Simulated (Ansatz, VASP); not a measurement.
# GaN in two plane-wave programs, part 2 of 2

Aim: how closely do two programs agree when they are given the same cell, functional and k mesh?

VASP 6.6.1 and Ansatz 0.2.0.

So far: The starting structure; VASP: relaxation of cell and atoms, r2SCAN with rVV10.

The database entry behind the starting cell differs from later determinations by our own check (about 0.3 % short, ideal inner coordinate), so it need not match the best structure at ambient conditions.

**3. Ansatz: relaxation of cell and atoms, r2SCAN with rVV10**

Level of this step: Ansatz beside VASP: Kohn-Sham DFT, plane waves, r2SCAN with rVV10 (Ansatz).

Ansatz runs on its default PAW (the set named soft_2) files.

The same cell, functional, mesh and smearing now go to Ansatz, which takes its cutoff from its data sets.

The input, input.yaml:

```yaml
crystal:
  lattice:
    - [3.18, 0.0, 0.0]
    - [-1.59, 2.753960784, 0.0]
    - [0.0, 0.0, 5.166]
  atoms:
    - { symbol: Ga, position: [0.3333333333, 0.6666666667, 0.0] }
    - { symbol: Ga, position: [0.6666666667, 0.3333333333, 0.5] }
    - { symbol: "N", position: [0.3333333333, 0.6666666667, 0.375] }
    - { symbol: "N", position: [0.6666666667, 0.3333333333, 0.875] }
hamiltonian:
  xc: r2scan
  pseudopotentials: { kind: paw }
  dispersion: rvv10
kpoints:
  mp_grid: { grid: [8, 8, 5] }
scf:
  occupations: { method: fermi_dirac, width: 0.05 }
relax:
  f_tol: 0.01
  max_steps: 60
  cell: { stress_tol: 0.05 }
output:
  forces: true
  stress: true
```

Command:

```console
> ansatz run input.yaml --threads 4 --pin off --max-ram 9216MiB --backend cpu --events-out ev --progress --plain --runs-dir out
```

Numbers of over 12 decimals in the logs are rounded to 6 here.

Log:

```text
Engine: ansatz 0.2.0, x86_64-unknown-linux-gnu
Pseudopotentials: kind: paw
Pseudopotential: Ga, paw, valence charge 13, recommended cutoff 500 eV (meta_gga), Ga.paw.azcp
Pseudopotential: N, paw, valence charge 5, recommended cutoff 500 eV (meta_gga), N.paw.azcp
Functional definition: r2SCAN+rVV10
  parameter k0 = 0.174
  parameter k1 = 0.065
  parameter a1 = 4.9479
  exchange = r2scan_x(k0 = k0, k1 = k1, a1 = a1)
  correlation = r2scan_c + rvv10(11.95, 0.0093)
Crystal: 4 atoms, lattice volume = 45.242 Å³
Basis set: ecut = 500 eV, 1129 PW (Γ), exchange–correlation on 108×108×180 points (64 copies of the dense FFT grid, shifted against one another)
Bands: 22, of which v1, the nominal top of the filled ones, is band 18 counted from 1 (17 counted from 0)
Symmetry: 12 space group operations
Space group: P63mc (ITA 186), of the structure as read, at distance tolerance 3.6e-5 Å
k-points: 30 of 320 (time reversal used)
Non-local potential: Ga, projectors of the file, l = 0: 2, l = 1: 2, l = 2: 3, l = 3: 1
Non-local potential: N, projectors of the file, l = 0: 2, l = 1: 2, l = 2: 1
PAW form: soft (Blöchl's): semilocal exchange-correlation on the pseudo side does not see the compensation charge
rVV10 density: all electrons in the spheres
PAW frozen core: Ga, regenerated for the run's functional (the file was generated under x = pbe(κ = 0.804, μ = 0.219515), c = pbe(β = 0.066725))
PAW frozen core: N, regenerated for the run's functional (the file was generated under x = pbe(κ = 0.804, μ = 0.219515), c = pbe(β = 0.066725))
PAW one-centre angular grid: Ga, 590 points (default); XC on 160 Gauss nodes
PAW one-centre angular grid: N, 302 points (default); XC on 160 Gauss nodes
Initial density: superposition of atomic densities (neutral atoms: chi_scale 0, normalization atom), corrected by the library's trained network
Initial wavefunctions: pseudopotential atomic-orbital guess
Functional: x = r2scan, c = r2scan + rvv10(b = 11.95, C = 0.0093); τ floored in thin density (d = 2e-4 eV/Å³)
SCF iter   1: F=—  HF=-8350.010452 eV  |F-HF|=—  |Δ(HF+E_count)|=         —  Δρ=1.20e-2  dr2=2.26e-2  dr2_τ=1.86e-1  ethr=1.77e-3  ⟨swp⟩=5.0  Hψ=2659  notcnv=0
preconditioner: auto → Resta (q_TF=auto, 2.626 Å⁻¹)  ε∞=4.5  [insulator: Δε(μ)=2.291 eV  Ē_g=17.635 eV  σ=0.050 eV  W_gap=1.00  n_scr=22 (ndim 8)  ℏωp=33.1 eV  f_vac=0.007  D(μ)=0.00/eV (n_scr^D=0)  ε∞_Penn≈4.5]
SCF iter   2: F=—  HF=-8350.075500 eV  |F-HF|=—  |Δ(HF+E_count)|=   6.50e-2  Δρ=5.59e-3  dr2=8.12e-3  dr2_τ=4.49e-4  ethr=6.29e-5  ⟨swp⟩=2.0  Hψ=1560  notcnv=0
SCF iter   3: F=—  HF=-8350.075024 eV  |F-HF|=—  |Δ(HF+E_count)|=   4.76e-4  Δρ=3.63e-3  dr2=2.42e-3  dr2_τ=6.68e-5  ethr=2.25e-5  ⟨swp⟩=2.1  Hψ=1152  notcnv=0
SCF iter   4: F=—  HF=-8350.075103 eV  |F-HF|=—  |Δ(HF+E_count)|=   7.94e-5  Δρ=1.41e-3  dr2=4.17e-4  dr2_τ=9.17e-6  ethr=6.73e-6  ⟨swp⟩=1.0  Hψ=660  notcnv=0
SCF iter   5: F=—  HF=-8350.075086 eV  |F-HF|=—  |Δ(HF+E_count)|=   1.72e-5  Δρ=2.32e-4  dr2=1.11e-5  dr2_τ=1.17e-6  ethr=1.16e-6  ⟨swp⟩=3.0  Hψ=1245  notcnv=0
SCF iter   6: F=—  HF=-8350.075086 eV  |F-HF|=—  |Δ(HF+E_count)|=   1.75e-7  Δρ=5.33e-5  dr2=7.62e-7  dr2_τ=2.93e-8  ethr=3.09e-8  ⟨swp⟩=2.5  Hψ=1032  notcnv=0
SCF iter   7: F=-8350.075086 eV  HF=-8350.075086 eV  |F-HF|=5.85e-9  |Δ(HF+E_count)|=   3.88e-7  Δρ=8.26e-6  dr2=2.14e-8  dr2_τ=2.29e-10  ethr=2.78e-10  ⟨swp⟩=4.1  Hψ=2403  notcnv=0
SCF 1 converged in 7 iterations: F = -8350.075086 eV  dr2 = 2.14e-8
  greatest PAW one-centre occupation: 0.995 electrons in one spin orbital (limit 2), on the Ga atom at site 0 (counted from 0), in its partial waves of l = 2
relax step   1: F+E_penalty+E_count = -8350.07508645 eV  Δ(F+E_penalty+E_count) = +0.000e0 eV  max|allowed force component| = 1.404e-1 eV/Å  Δτ_max = 0.0000 Å  P = -0.178 GPa  Ω = 45.242 Å³  (7 SCF iters, dr2 threshold 1.00e-7 eV, accepted)
[...]
relax step   2: F+E_penalty+E_count = -8350.07607046 eV  Δ(F+E_penalty+E_count) = -9.840e-4 eV  max|allowed force component| = 9.920e-2 eV/Å  Δτ_max = 0.0006 Å  P = -0.067 GPa  Ω = 45.215 Å³  energy of the carried Pulay correction = +1.658e-5 eV  (3 SCF iters, dr2 threshold 4.00e-7 eV, accepted)
[...]
relax step   3: F+E_penalty+E_count = -8350.07682474 eV  Δ(F+E_penalty+E_count) = -7.543e-4 eV  max|allowed force component| = 1.818e-2 eV/Å  Δτ_max = 0.0027 Å  P = +0.034 GPa  Ω = 45.192 Å³  energy of the carried Pulay correction = +3.087e-5 eV  (4 SCF iters, dr2 threshold 4.00e-7 eV, accepted)
[...]
relax step   4: F+E_penalty+E_count = -8350.07686510 eV  Δ(F+E_penalty+E_count) = -4.037e-5 eV  max|allowed force component| = 1.112e-3 eV/Å  Δτ_max = 0.0010 Å  P = +0.001 GPa  Ω = 45.200 Å³  energy of the carried Pulay correction = +2.589e-5 eV  (5 SCF iters, dr2 threshold 2.07e-8 eV, accepted)
[...]
relax step   5: F+E_penalty+E_count = -8350.07684495 eV  Δ(F+E_penalty+E_count) = +2.016e-5 eV  max|allowed force component| = 1.118e-3 eV/Å  Δτ_max = 0.0000 Å  P = +0.000 GPa  Ω = 45.200 Å³  stress off target by 1.50e-2 GPa  SCF on the basis re-selected at this cell (its energy is not comparable with the rows above)  (5 SCF iters)
basis re-selected at this cell: Δ(F+E_penalty+E_count) = +2.016e-5 eV, ΔP = -0.000 GPa vs the last step (what re-selecting the basis moved, of the pressure what is left beyond the Pulay correction that the steps carried, after the strain that the cell walked since its last selection, with what the two solves' SCF thresholds leave and, on support functions, any second-order correction that the steps lacked; it is no m [...]
SCF converged after 5 iterations
Free energy (F): -8350.076845 eV
Harris-Foulkes:  -8350.076845 eV  (|F-HF|=3.64e-12)
Internal energy: -8350.076845 eV  (E = F + TS)
E sigma→0 (E₀):  -8350.076845 eV
Fermi energy:    10.778142 eV
--- Per-component energies (eV) ---
  E_band       = -26.675916
  E_kinetic    = 494.607676
  E_local      = -3892.881656  (includes V_loc(G=0)·N_el)
  E_nonlocal   = 952.722671
  E_hartree    = 1797.181597
  E_xc         = -240.994514
  E_vxc        = -286.697005  (∫ρ·V_xc dr)
  E_paw        = -4274.513855  (= ΣΔE_a)
  E_vpaw       = -904.475894  (= ΣTr[D̂ρ^β])
  E_aug_tail   = -0.000001  (compensation charges beyond the density's cutoff)
  E_vtau       = 15.685198  (kinetic-family band-sum trace: ∫τ·v_τ [+ j·A + Jᵃ·Aᵃ] dr)
  E_ewald      = -3184.833495
  E_core_change = -1.365269  (= ΣΔE_core)
  E_smearing   = -0.000000  (= −TS)
  E_closure    = -0.000000  (closes the sum)
  Σ components = -8350.076845   (vs F -8350.076845, Δ=0.00e0)
--- Forces (eV/Å), atoms counted from 1 ---
  atom   1  Ga     0.00000000    -0.00000000    -0.00111974
  atom   2  Ga    -0.00000000     0.00000000    -0.00111974
  atom   3  N      0.00000000    -0.00000000     0.00111584
  atom   4  N     -0.00000000     0.00000000     0.00111584
  max |Σ_I F_I| component: 7.80e-6 eV/Å
--- Stress (GPa, compression-positive) ---
        0.008190       0.000000      -0.000000
        0.000000       0.008190       0.000000
       -0.000000       0.000000      -0.015040
  P = ⅓ Tr σ = 0.0004 GPa (0.004 kbar)
--- Relaxed structure (4 steps of the walk, 4 accepted, 1 SCFs on fresh bases) ---
  F+E_penalty+E_count = -8350.07684495 eV   max|allowed force component| = 1.118e-3 eV/Å   (the final SCF, on the basis selected at the relaxed cell)
  cell:  # Å, volume = 45.1999 Å³
    - [3.176165, 0, 1.2216983666250436e-19]
    - [-1.588083, 2.750640, 0]
    - [1.984683572963612e-19, 0, 5.173698]
  atoms:
    - { symbol: Ga, position: [0.333333, 0.666667, -0.000835012] }
    - { symbol: Ga, position: [0.666667, 0.333333, 0.499165] }
    - { symbol: N, position: [0.333333, 0.666667, 0.375835] }
    - { symbol: N, position: [0.666667, 0.333333, 0.875835] }
```

Elapsed: 5.6 s, on 4 threads of Intel Xeon 6975P-C (Granite Rapids), shared host; peak memory 0.6 GiB.

**4. Differences**

Known differences besides the potentials themselves: VASP keeps PBE cores, Ansatz makes them for the functional; both relaxations stop at a tolerance, which leaves soft axes loose, and VASP keeps its plane-wave basis; the cutoff is 500 eV in Ansatz and 560 eV in VASP; Ansatz adds a Pulay correction to the stress that steers its cell, VASP none. Total energies have different zeros and are not compared.

Both answers:

```csv
quantity,Ansatz,VASP,difference
volume (Å³),45.20,45.43,-0.50 %
"edge a after relaxation, in the typed setting (Å)",3.176,3.181,-0.15 %
"edge c after relaxation, in the typed setting (Å)",5.174,5.184,-0.21 %
```

The walks stopped with 0.00 GPa left in Ansatz and 0.07 GPa in VASP; each walk ends within a tolerance, so the volume difference is uncertain by about these residues over the bulk modulus, most in soft cells.

**5. Outcome**

| Property | Result |
| --- | --- |
| difference in volume (relaxation of cell and atoms, r2SCAN with rVV10) | -0.50 % |

What this shows: The difference in volume is -0.50 % (relaxation of cell and atoms, r2SCAN with rVV10), within the 1.2 % picked in this series as the mark of a large difference, as far as the stopping tolerances let one tell. How closely two codes agree says nothing of how well the functional describes the real material.

[Lines on the potential files, build, host, timing and source positions are cut from VASP's logs without a mark.]

[Logs are printed without paths, hosts, clocks, repeated set-up lines and the standing remarks that a program may print on its own settings, such as how far it seeks lower states.]

[Hosts, paths, dates, database ids (printed as entryN), source tags and the programs' standing remarks are cut or masked in the printed files.]
